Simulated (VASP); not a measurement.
# PtSe2 (P-3m1) in VASP: band structure with HSE06

Aim: the band structure of PtSe2 with HSE06.

Program: VASP 6.6.1. These are calculated values, not measurements. Logs are shortened: lines on timing, memory, paths and dates and some standing lists are left out, and cuts for length are marked.

## (1) Starting point

It takes space group P-3m1 (No. 164, trigonal). Conventional cell: a = 3.724 Å, b = 3.724 Å, c = 5.062 Å, α = 90.00°, β = 90.00°, γ = 120.00°. Pt (site symmetry -3m) is surrounded by 6 Se at 2.49 Å. Se (site symmetry 3m) is surrounded by 3 Pt at 2.49 Å.

## (2) Band structure, HSE06

File POSCAR:

```
PtSe2
1.0
    3.7240000000      0.0000000000      0.0000000000
   -1.8620000000      3.2250786000      0.0000000000
    0.0000000000      0.0000000000      5.0620000000
Pt Se
1 2
Direct
    0.0000000000      0.0000000000      0.0000000000
    0.3333333300      0.6666666700      0.2500000000
    0.6666666700      0.3333333300      0.7500000000
```

File INCAR.step1:

```
PREC = Accurate
ENCUT = 520
EDIFF = 1E-5
ISMEAR = 0
SIGMA = 0.02
LREAL = F
LASPH = T
NELM = 60
ALGO = Normal
ISIF = 2
LWAVE = T
LCHARG = F
LMAXMIX = 4
GGA = PE
```

File INCAR.step2:

```
PREC = Accurate
ENCUT = 520
EDIFF = 1E-7
ISMEAR = 0
SIGMA = 0.02
LREAL = F
LASPH = T
NELM = 60
ALGO = Normal
ISIF = 2
LWAVE = F
LCHARG = F
LMAXMIX = 4
GGA = PE
LHFCALC = T
HFSCREEN = 0.2
PRECFOCK = Fast
ISTART = 1
```

File KPOINTS:

```
regular mesh
0
Gamma
  6 6 4
```

File KPOINTS_OPT:

```
path GMKGALHA,LM,KH
8
line-mode
reciprocal
 0.0000000000  0.0000000000  0.0000000000  G
 0.5000000000  0.0000000000  0.0000000000  M

 0.5000000000  0.0000000000  0.0000000000  M
 0.3333333333  0.3333333333  0.0000000000  K

 0.3333333333  0.3333333333  0.0000000000  K
 0.0000000000  0.0000000000  0.0000000000  G

 0.0000000000  0.0000000000  0.0000000000  G
 0.0000000000  0.0000000000  0.5000000000  A

 0.0000000000  0.0000000000  0.5000000000  A
 0.5000000000  0.0000000000  0.5000000000  L

 0.5000000000  0.0000000000  0.5000000000  L
 0.3333333333  0.3333333333  0.5000000000  H

 0.3333333333  0.3333333333  0.5000000000  H
 0.0000000000  0.0000000000  0.5000000000  A

 0.5000000000  0.0000000000  0.5000000000  L
 0.5000000000  0.0000000000  0.0000000000  M

 0.3333333333  0.3333333333  0.0000000000  K
 0.3333333333  0.3333333333  0.5000000000  H
```

Potentials or basis: VASP PAW PBE potentials, release 64 (Pt, Se).

Command:

```console
> cat potpaw_PBE.64/Pt/POTCAR potpaw_PBE.64/Se/POTCAR > POTCAR
> cp INCAR.step1 INCAR
> mpirun -np 1 vasp_std > vasp.out
> cp INCAR.step2 INCAR
> mpirun -np 1 vasp_std > vasp.out
```

OUTCAR:

```text
PREC = Accurate
   ENCUT = 520
   EDIFF = 1E-7
   ISMEAR = 0
   LREAL = F
   LASPH = T
   NELM = 60
   ISIF = 2
   GGA = PE
   LHFCALC = T
   HFSCREEN = 0.2
   PRECFOCK = Fast
   ISTART = 1

 ion  position               nearest neighbor table
   1  0.000  0.000  0.000-   2 2.49   3 2.49   2 2.49   3 2.49   3 2.49   2 2.49
   2  0.333  0.667  0.250-   1 2.49   1 2.49   1 2.49
   3  0.667  0.333  0.750-   1 2.49   1 2.49   1 2.49

  LATTYP: Found a hexagonal cell.
 ALAT       =     3.7240000000
 C/A-ratio  =     1.3592910849

  Lattice vectors:

 A1 = (   3.7240000000,   0.0000000000,   0.0000000000)
 A2 = (  -1.8620000000,   3.2250786000,   0.0000000000)
 A3 = (   0.0000000000,   0.0000000000,   5.0620000000)

Analysis of symmetry for initial positions (statically):
=====================================================================
 Subroutine PRICEL returns:
 Original cell was already a primitive cell.

 Routine SETGRP: Setting up the symmetry group for a
 hexagonal supercell.

 Subroutine GETGRP returns: Found 12 space group operations
 (whereof 12 operations were pure point group operations)
 out of a pool of 24 trial point group operations.

The static configuration has the point symmetry D_3d.

Analysis of symmetry for dynamics (positions and initial velocities):
=====================================================================
 Subroutine PRICEL returns:
 Original cell was already a primitive cell.

 Routine SETGRP: Setting up the symmetry group for a
 hexagonal supercell.

 Subroutine GETGRP returns: Found 12 space group operations
 (whereof 12 operations were pure point group operations)
 out of a pool of 24 trial point group operations.

The dynamic configuration has the point symmetry D_3d.

 Subroutine INISYM returns: Found 12 space group operations
 (whereof 12 operations are pure point group operations),
 and found     1 'primitive' translations

----------------------------------------------------------------------------------------

                                     Primitive cell

  volume of cell :      60.7956

  direct lattice vectors                    reciprocal lattice vectors
     3.724000000  0.000000000  0.000000000     0.268528464  0.155034981  0.000000000
    -1.862000000  3.225078600  0.000000000     0.000000000  0.310069962  0.000000000
     0.000000000  0.000000000  5.062000000     0.000000000  0.000000000  0.197550375

  length of vectors
     3.724000000  3.723999997  5.062000000     0.310069962  0.310069962  0.197550375

  position of ions in fractional coordinates (direct lattice)
     0.000000000  0.000000000  0.000000000
     0.333333330  0.666666670  0.250000000
     0.666666670  0.333333330  0.750000000

  ion indices of the primitive-cell ions
   primitive index   ion index
                 1           1
                 2           2
                 3           3

----------------------------------------------------------------------------------------

 KPOINTS: regular mesh

Automatic generation of k-mesh.
 Grid dimensions read from file:
 generate k-points for:    6    6    4

 Generating k-lattice:

  Cartesian coordinates                     Fractional coordinates (reciprocal lattice)
     0.044754744  0.025839164  0.000000000     0.166666667  0.000000000  0.000000000
     0.000000000  0.051678327  0.000000000     0.000000000  0.166666667  0.000000000
     0.000000000  0.000000000  0.049387594     0.000000000  0.000000000  0.250000000

  Length of vectors
     0.051678327  0.051678327  0.049387594

  Shift w.r.t. Gamma in fractional coordinates (k-lattice)
     0.000000000  0.000000000  0.000000000

 Subroutine IBZKPT returns following result:
 ===========================================

 Found     24 irreducible k-points:

 Following reciprocal coordinates:
            Coordinates               Weight
  0.000000  0.000000  0.000000      1.000000
  0.166667  0.000000  0.000000      6.000000
  0.333333 -0.000000  0.000000      6.000000
  0.500000 -0.000000  0.000000      3.000000
  0.166667  0.166667  0.000000      6.000000
  0.333333  0.166667  0.000000     12.000000
[... 16 lines left out ...]
  0.333333  0.166667  0.500000     12.000000
  0.333333  0.333333  0.500000      2.000000
   k-points           NKPTS =     24   k-points in BZ     NKDIM =    144   number of bands    NBANDS=     15
   number of dos      NEDOS =    301   number of ions     NIONS =      3
   total plane-waves  NPLWV =  31360
   dimension x,y,z NGX =    28 NGY =   28 NGZ =   40
   dimension x,y,z NGXF=    56 NGYF=   56 NGZF=   80
   ions per type =               1   2
   NGX,Y,Z   is equivalent  to a cutoff of  12.50, 12.50, 13.14 a.u.
   NGXF,Y,Z  is equivalent  to a cutoff of  25.00, 25.00, 26.27 a.u.
 SYSTEM =  unknown system
   PREC   = accura    normal or accurate (medium, high low for compatibility)
   ISTART =      1    job   : 0-new  1-cont  2-samecut
   ICHARG =      0    charge: 1-file 2-atom 10-const
   ISPIN  =      1    spin polarized calculation?
   LNONCOLLINEAR =      F non collinear calculations
   LSORBIT =      F    spin-orbit coupling
   LASPH  =      T    aspherical Exc in radial PAW
   ENCUT  =  520.0 eV  38.22 Ry    6.18 a.u.   6.92  6.92  9.41*2*pi/ulx,y,z
   NELM   =     60;   NELMIN=  2; NELMDL=  0     # of ELM steps
   EDIFF  = 0.1E-06   stopping-criterion for ELM
   LREAL  =      F    real-space projection
   EDIFFG = 0.1E-05   stopping-criterion for IOM
   NSW    =      0    number of steps for IOM
   IBRION =     -1    ionic relax: 0-MD 1-quasi-New 2-CG
   NFREE  =      0    steps in history (QN), initial steepest desc. (CG)
   ISIF   =      2    stress and relaxation
   ISYM   =      3    0-nonsym 1-usesym 2-fastsym
   POTIM  = 0.5000    time-step for ionic-motion
   TEBEG  =    0.0;   TEEND  =   0.0 temperature during run
   PSTRESS=    0.0 pullay stress
   NELECT =      22.0000    total number of electrons
   NUPDOWN=      -1.0000    fix difference up-down
   EMIN   =  10.00;   EMAX   =-10.00  energy-range for DOS
   EFERMI =   0.00;   METHOD = LEGACY
   ISMEAR =     0;   SIGMA  =   0.02  broadening in eV -4-tet -1-fermi 0-gaus
   EFERMI_NEDOS =   21; number of points for ismear=-14 and -15
   IALGO  =     38    algorithm
   IMIX   =      1    mixing-type and parameters
     AMIX     =   0.40;   BMIX     =  1.00
     AMIX_MAG =   1.60;   BMIX_MAG =  1.00
  volume/ion in A,a.u.               =      20.27       136.76
  Fermi-wavevector in a.u.,A,eV,Ry     =   1.166608  2.204570 18.517184  1.360975
  Thomas-Fermi vector in A             =   2.303119
   LORBIT       =      0    0 simple, 1 ext, 2 COOP (PROOUT), +10 PAW based schemes
   GGA     = PE    functional components
   LHFCALC =     T    Hartree Fock is set to
   PRECFOCK=fast      Normal, Fast or Accurate (Low or Medium for compatibility)
   ENCUT4O =  -1.0   cutoff for four orbital integrals eV
   NKREDX  =     1    reduce k-point grid by
   NKREDY  =     1    reduce k-point grid by
   NKREDZ  =     1    reduce k-point grid by
   AEXX    =    0.2500 exact exchange contribution
   HFSCREEN=    0.2000 screening length (either q_TF or 0.3 A-1)
   HFSCREENC=   0.2000 screening length for correlation (either q_TF or 0.3 A-1)
   ENCUTFOCK=  -1.0 apply spherical cutoff to Coloumb kernel
   IVDW    =     0    specifies the selected vdW correction
   LEPSILON=     F    determine dielectric tensor
   LRPA    =     F    only Hartree local field effects (RPA)
 non-spin polarized calculation
 Gauss-broadening in eV      SIGMA  =   0.02
  energy-cutoff  :      520.00
  volume of cell :       60.80
 maximum number of plane-waves:      1654
  NGX = 16; NGY = 16; NGZ = 24

 number of electron      21.9999999 magnetization

 Free energy of the ion-electron system (eV)
  ---------------------------------------------------
  ext. energy  EPLUGINS =         0.00000000
  ---------------------------------------------------
  free energy    TOTEN  =       -17.24437255 eV

  energy without entropy =      -17.24403145  energy(sigma->0) =      -17.24420200

 E-fermi :   6.5992     XC(G=0):  -8.7706

 val. band max:        6.0957949555   @ k =   0.0000   0.1667   0.2500
 cond. band min:       6.6157553095   @ k =   0.0000   0.3333   0.2500
 fundamental gap:      0.5199603540
 Fermi energy:         6.5991668133

 k-point     1 :       0.0000    0.0000    0.0000
  band No.  band energies     occupation
      1     -11.1306      2.00000
      2      -7.9696      2.00000
      3      -1.9731      2.00000
      4      -1.1323      2.00000
      5      -1.1323      2.00000
      6       1.1978      2.00000
      7       1.1978      2.00000
      8       2.8582      2.00000
      9       4.9633      2.00000
     10       4.9633      2.00000
     11       6.7174      0.00000
     12       8.0728      0.00000
     13       8.0728      0.00000
     14      10.3906      0.00000
     15      11.2973      0.00000

 k-point     2 :       0.1667    0.0000    0.0000
  band No.  band energies     occupation
      1     -10.7919      2.00000
      2      -8.1274      2.00000
      3      -1.5839      2.00000
      4      -0.9041      2.00000
      5      -0.9028      2.00000
      6       0.8396      2.00000
      7       1.0179      2.00000
      8       2.3608      2.00000
      9       3.9201      2.00000
     10       4.5240      2.00000
     11       5.7007      2.00000
     12       7.9480      0.00000
     13       8.2550      0.00000
     14      11.8376      0.00000
     15      12.7292      0.00000

 k-point     3 :       0.3333   -0.0000    0.0000
  band No.  band energies     occupation
      1      -9.9282      2.00000
      2      -8.4921      2.00000
      3      -1.2502      2.00000
      4      -0.4806      2.00000
      5      -0.4075      2.00000
      6       0.1634      2.00000
      7       0.9983      2.00000
      8       1.8420      2.00000
      9       2.9712      2.00000
     10       3.3324      2.00000
     11       3.8988      2.00000
     12       7.7223      0.00000
     13       8.8277      0.00000
     14      11.5816      0.00000
     15      13.4966      0.00000
[... 343 lines left out ...]
 k-point    23 :       0.3333    0.1667    0.5000
  band No.  band energies     occupation
      1      -9.1103      2.00000
      2      -8.8606      2.00000
      3      -1.9020      2.00000
      4      -1.0565      2.00000
      5      -0.0685      2.00000
      6       0.6971      2.00000
      7       0.9427      2.00000
      8       1.7520      2.00000
      9       2.2216      2.00000
     10       3.1324      2.00000
     11       3.7803      2.00000
     12       8.0424      0.00000
     13       8.5193      0.00000
     14      12.3485      0.00000
     15      12.9195      0.00000

 k-point    24 :       0.3333    0.3333    0.5000
  band No.  band energies     occupation
      1      -8.8625      2.00000
      2      -8.8625      2.00000
      3      -1.1603      2.00000
      4      -1.1603      2.00000
      5      -0.8217      2.00000
      6       1.0645      2.00000
      7       1.0645      2.00000
      8       1.4622      2.00000
      9       1.5535      2.00000
     10       2.9115      2.00000
     11       2.9115      2.00000
     12       8.7970      0.00000
     13       8.7970      0.00000
     14      13.8362      0.00000
     15      14.3354      0.00000

------------------------ aborting loop because EDIFF is reached ----------------------------------------

  FORCE on cell =-STRESS in cart. coord.  units (eV):
  Direction    XX          YY          ZZ          XY          YZ          ZX
  --------------------------------------------------------------------------------------
  -------------------------------------------------------------------------------------
  Total        0.8799825      0.8799825      1.1613945      0.0000000     -0.0000000      0.0000000
  in kB       23.1906277     23.1906276     30.6068207      0.0000000     -0.0000000      0.0000000
  external PRESSURE =      25.6626920 kB  Pullay stress =       0.0000000 kB

 VOLUME and BASIS-vectors are now :
 -----------------------------------------------------------------------------
  energy-cutoff  :      520.00
  volume of cell :       60.80
      direct lattice vectors                 reciprocal lattice vectors
     3.724000000  0.000000000  0.000000000     0.268528464  0.155034981  0.000000000
    -1.862000000  3.225078600  0.000000000     0.000000000  0.310069962  0.000000000
     0.000000000  0.000000000  5.062000000     0.000000000  0.000000000  0.197550375

 POSITION                                       TOTAL-FORCE (eV/Angst)
 -----------------------------------------------------------------------------------
      0.00000      0.00000      0.00000         0.000000      0.000000      0.000000
     -0.00000      2.15005      1.26550        -0.000000      0.000000      0.082155
      1.86200      1.07503      3.79650        -0.000000      0.000000     -0.082155
 -----------------------------------------------------------------------------------
    total drift:                                0.000000     -0.000001     -0.000007

  FREE ENERGIE OF THE ION-ELECTRON SYSTEM (eV)
  ---------------------------------------------------
  free  energy   TOTEN  =       -17.2443725459 eV

  energy  without entropy=      -17.2440314488  energy(sigma->0) =      -17.24420200
```

It took 51 min on 1 thread of Intel Xeon 6975P-C (Granite Rapids), shared host; peak memory 0.35 GiB.

Results:

```yaml
Free_energy: -17.2444 eV
Pressure: 2.6 GPa
Largest_force: 0.082 eV/Å
Band_gap_along_the_path: none (metal or under the smearing width)
```

Forces on the atoms (eV/Å):
```
Pt   0.000  0.000  0.000
Se   0.000  0.000  0.082
Se   0.000  0.000 -0.082
```

Levels at the corners of the path, in eV from the Fermi level:
```tsv
point	band 8	band 9	band 10	band 11	band 12	band 13	band 14	band 15
Γ	-3.74	-1.64	-1.64	0.12	1.47	1.47	3.79	4.70
M	-4.79	-4.54	-4.38	-3.92	0.72	2.54	5.11	6.19
M	-4.79	-4.54	-4.38	-3.92	0.72	2.54	5.11	6.19
K	-5.22	-3.42	-2.78	-2.78	0.02	0.02	4.45	8.06
K	-5.22	-3.42	-2.78	-2.78	0.02	0.02	4.45	8.06
Γ	-3.74	-1.64	-1.64	0.12	1.47	1.47	3.79	4.70
Γ	-3.74	-1.64	-1.64	0.12	1.47	1.47	3.79	4.70
A	-3.61	-2.51	-2.09	-2.09	2.43	2.43	5.08	7.07
A	-3.61	-2.51	-2.09	-2.09	2.43	2.43	5.08	6.88
L	-4.83	-4.46	-3.63	-1.97	1.02	1.69	5.01	5.10
L	-4.83	-4.46	-3.63	-1.97	1.02	1.69	5.01	5.10
H	-5.14	-5.05	-3.69	-3.69	2.20	2.20	7.24	7.74
H	-5.14	-5.05	-3.69	-3.69	2.20	2.20	7.24	7.74
A	-3.61	-2.51	-2.09	-2.09	2.43	2.43	5.08	6.94
L	-4.83	-4.46	-3.63	-1.97	1.02	1.69	5.01	5.10
M	-4.79	-4.54	-4.38	-3.92	0.72	2.54	5.11	6.19
K	-5.22	-3.42	-2.78	-2.78	0.02	0.02	4.45	8.06
H	-5.14	-5.05	-3.69	-3.69	2.20	2.20	7.24	7.74
```

Caveat: the PAW data sets were made with another functional, which shifts forces and pressure a little; spin-orbit coupling is left out, which moves the levels of the heavy elements.
